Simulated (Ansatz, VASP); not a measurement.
## One calculation of Li, two programs

Contents of INCAR:

```
ALGO = Normal
EDIFF = 1E-7
EDIFFG = -0.01
ENCUT = 600
GGA = PE
IBRION = 2
ISIF = 3
ISMEAR = 0
LASPH = True
LCHARG = False
LREAL = False
LWAVE = False
NELM = 100
NSW = 100
PREC = Accurate
SIGMA = 0.1
```

The input KPOINTS:

```
k-points
0
Gamma
  22 22 22
```

The input POSCAR:

```
Li
1.0
   -1.7176386273      1.7176386273      1.7176386273
    1.7176386273     -1.7176386273      1.7176386273
    1.7176386273      1.7176386273     -1.7176386273
Li
1
Direct
    0.0000000000      0.0000000000      0.0000000000
```

Input for Ansatz:

```yaml
crystal:
  lattice:
    - [-1.7176386273, 1.7176386273, 1.7176386273]
    - [1.7176386273, -1.7176386273, 1.7176386273]
    - [1.7176386273, 1.7176386273, -1.7176386273]
  atoms:
    - { symbol: Li, position: [0.0, 0.0, 0.0] }
basis:
  ecutwfc: 420
kpoints:
  mp_grid: { grid: [22, 22, 22] }
hamiltonian:
  xc: pbe
scf:
  occupations: { method: gaussian, width: 0.1 }
output:
  forces: true
  stress: true
  eigenvalues: true
relax:
  adjacent_minimum: "off"
  f_tol: 0.01
  max_steps: 80
  cell: { stress_tol: 0.05 }
```

Change from the starting cell: the structure that the rattled cell fell into.

Alike in both runs: task relaxation of cell and atoms; functional PBE; k mesh 22 × 22 × 22; occupations gaussian, width 0.1 eV; no spin polarisation.

```csv
,VASP,Ansatz
version,VASP 6.6.1,Ansatz 0.2.0
potentials or method,"VASP PAW PBE potentials, release 64 (Li_sv)","scalar-relativistic, plane waves, PAW"
plane-wave cutoff (eV),600,420
valence electrons in the cell,3,3
```

```csv
,VASP,Ansatz,Ansatz less VASP
"gap on the k mesh at the Fermi level, each at its own relaxed structure (eV)",none,none,-
relaxed volume (Å³/atom),20.09,20.27,+0.178
relaxed cell length with the largest relative difference (Å),2.966,2.975,+0.0088
```

A gap of «none» marks a metal or a gap that the smearing closes.

Caveats: the cutoff is under 1.25 times the usual one of these potentials, so pressure, stress and relaxed cells hold a basis-set (Pulay) error (VASP).
